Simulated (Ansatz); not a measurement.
# All-electron card of Na

```
Na
1.0
    -2.10403    2.10403    2.10403
     2.10403   -2.10403    2.10403
     2.10403    2.10403   -2.10403
Na
1
Direct
  0.00000 0.00000 0.00000
```

The cell is the one relaxed in the Materials Project (mp-127), not relaxed further here; entries there can be hypothetical.

Theory: Ansatz 0.2.0, DFT, PBEsol, all-electron LAPW, scalar-relativistic.

Sampling and basis: a Γ-centred 12×12×12 k mesh, Fermi–Dirac smearing of 0.05 eV, basis error target 0.25 meV/atom, no spin polarisation.

- Band gap: none: with an odd electron count and no spin polarisation the bands can't all be full, a metal in this set-up (spin order or a larger cell could open a gap)
- Volume per atom: 251.4 bohr³

Problem. Predict this quantity. Pressure at this cell.

Solution. -0.19 GPa.

Problem. Density of states at the Fermi level (0.2 eV bin): what does the calculation give?

Solution. 0.47 states/eV per cell.
